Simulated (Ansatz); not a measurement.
**Compressing CoO: a fit and a missing row**

CoO, R-3m, a = 3.056 Å, c = 6.644 Å. This isn't the usual stable structure of the compound. Ansatz: PBEsol, PAW, 420 eV, Γ-centred 18×18×18 mesh on 2 atoms, Gaussian smearing 0.10 eV; collinear spin, largest moment 2.3 μB. Shape and atoms are relaxed at each volume; pressure is positive in compression.

```
V (Å³/atom) P (GPa)
      7.882    26.68
      8.151    18.64
      8.420    11.43
      8.688        ?
      8.957     0.01
      9.226    -4.72
      9.494    -8.87
      9.853   -13.96
```

Take V0 = 8.957 Å³/atom, count pressures from its P0 = 0.01 GPa, fit the third-order Birch–Murnaghan form to the other rows, and predict the missing pressure.

With the Eulerian strain f = ½[(V0/V)^(2/3) − 1] and y = (P − P0)/[3f(1 + 2f)^(5/2)], the form is the line y = B0 + 1.5 B0 (B0′ − 4) f. Rows (f, y): 0.04449, 161.5; 0.03244, 163.6; 0.02104, 163.2; -0.00977, 169.5; -0.01904, 171.3; -0.03079, 177.3. Means f = 0.006395, y = 167.73; Σ(Δf)² = 0.004635, ΣΔfΔy = -0.8865; the slope is their ratio. y = 169.0 − 191.3 f GPa, so B0 = 169.0 GPa and B0′ = 4 + 2 × (-191.3)/(3 × 169.0) = 3.25. At V = 8.688, f = 0.01027, y = 167.04 and P = 5.42 GPa. The run gave 5.14 GPa, so the fit is 0.28 GPa too high, 0.69 % of the span of the series, against an rms of 0.12 GPa on the fitted rows. A fourth-order term fitted to the same rows gives P = 5.36 GPa at this row's volume (the line 5.42, the run 5.14), which recovers part of the miss. The records add, with no proof that it causes the miss: the largest moment runs from 1.81 to 2.52 μB along the series.

The largest moment runs from 1.81 to 2.52 μB along the series, so B0 and B0′ hold the change of the moment too.

The cell holds one magnetic atom, so it can only be ferromagnetic; an antiferromagnetic order may lie lower.